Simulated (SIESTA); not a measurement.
The system is CrCuO2.

```
Cu Cr O
1.0
     1.48670    0.85835    5.70000
    -1.48670    0.85835    5.70000
     0.00000   -1.71669    5.70000
Cu Cr O
1 1 2
Direct
  0.00000 0.00000 0.00000
  0.50000 0.50000 0.50000
  0.89208 0.89208 0.89208
  0.10792 0.10792 0.10792
```

Base run:

```yaml
Program: SIESTA 5.4.2
Functional: PBEsol
Potentials_or_basis: PseudoDojo 0.4 standard (PBEsol files)
Basis: DZP (energy shift 0.003 Ry; two zetas on semicore shells)
Grid_cutoff: 800 Ry
Energy_shift: 0.003 Ry
k_mesh: 10 × 10 × 10
Occupations: fermi-dirac, width 0.05 eV
Spin: collinear spin, ferromagnetic start
Starting_moments: "[0.6, 3.0, 0.0, 0.0] μB"
```

Its results: band gap on the k mesh 0.94 eV, indirect (least direct gap 1.09 eV); pressure -2.5 GPa; net moment 3.00 μB per cell; site moments Cu +0.02; Cr +3.05; O -0.04 μB; largest force 0.197 eV/Å.

**Question.** The run is repeated on the same cell with these changes: functional from PBEsol to LDA; potentials or basis from PseudoDojo 0.4 standard (PBEsol files) to PseudoDojo 0.4 standard (LDA files). What comes out?

**Answer.** Band gap on the k mesh 0.84 eV, indirect (least direct gap 0.95 eV); pressure -8.7 GPa; net moment 3.00 μB per cell; site moments Cu +0.03; Cr +3.02; O -0.03 μB; largest force 0.215 eV/Å.

Caveats: short orbitals over semicore shells can move pressures by several GPa; the basis of atomic orbitals isn't converged, which shifts pressures, moduli and gaps; only a ferromagnetic start was run, and an antiferromagnetic order may lie lower in energy.
